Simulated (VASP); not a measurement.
A calculation with VASP 6.6.1 of Pb (ASE script, structure typed inline):

Contents of run.py:

```python
from ase import Atoms
from ase.calculators.vasp import Vasp
from ase.dft.bandgap import bandgap

atoms = Atoms(
    ['Pb'],
    cell=[[-1.9796595667, 1.9796595667, 1.9796595667], [1.9796595667, -1.9796595667, 1.9796595667], [1.9796595667, 1.9796595667, -1.9796595667]],
    scaled_positions=[[0.0, 0.0, 0.0]],
    pbc=True,
)
calc = Vasp(
    directory='calc',
    xc='rpbe',
    pp='PBE',
    setups='recommended',
    pp_version='54',
    prec='Accurate',
    encut=520,
    ediff=1e-06,
    ismear=0,
    sigma=0.02,
    lreal=False,
    lasph=True,
    nelm=80,
    algo='Fast',
    isif=2,
    lwave=False,
    lcharg=True,
    lelf=True,
    lvhar=True,
    kpts=[9, 9, 9],
    gamma=True,
)
atoms.calc = calc

print('energy (eV):', atoms.get_potential_energy())
print('free energy (eV):', atoms.get_potential_energy(force_consistent=True))
print('forces (eV/A):')
print(atoms.get_forces())
print('stress (eV/A^3, Voigt):', atoms.get_stress())
print('Fermi level (eV):', calc.get_fermi_level())
gap, top, bottom = bandgap(calc)
print('band gap (eV):', gap, 'from (spin, k, band)', top, 'to', bottom)
```

Potentials or basis: VASP PAW PBE potentials, release 54 (Pb_d).

Launch:

```bash
$ python run.py
```

This isn't the form of Pb at room conditions, which is fcc.

Problem. Write the same calculation in another form: native input, structure from a POSCAR.

Solution. As run:

Contents of INCAR:

```
SYSTEM = Pb
PREC = Accurate ; ENCUT = 520
EDIFF = 1E-6 ; ISMEAR = 0
SIGMA = 0.02 ; LREAL = .False.
LASPH = .True. ; NELM = 100
ALGO = Fast ; ISIF = 2
LWAVE = .False. ; LCHARG = .True.
GGA = RP ; LELF = .True.
LVHAR = .True.
```

File KPOINTS:

```
regular mesh
0
Gamma
  9 9 9
  0 0 0
```

Contents of POSCAR:

```
Pb
3.4289
   -0.577345378022      0.577345378022      0.577345378022
    0.577345378022     -0.577345378022      0.577345378022
    0.577345378022      0.577345378022     -0.577345378022
Pb
1
Direct
    0.0000000000      0.0000000000      0.0000000000
```

Potentials or basis: VASP PAW PBE potentials, release 54 (Pb_d).

Launch:

```sh
$ cat potpaw_PBE.54/Pb_d/POTCAR > POTCAR
$ mpirun -np 1 vasp_std > vasp.out
```

Both were run:

|  | ASE script, structure typed inline | native input, structure from a POSCAR |
| --- | --- | --- |
| Pressure | 2.2 GPa | 2.2 GPa |
| Band gap on the k mesh | none (metal or under the smearing width) | none (metal or under the smearing width) |

Keys that steer only the numerical path or the files written may differ.

Caveat: the PAW data sets were made with another functional, which shifts forces and pressure a little.
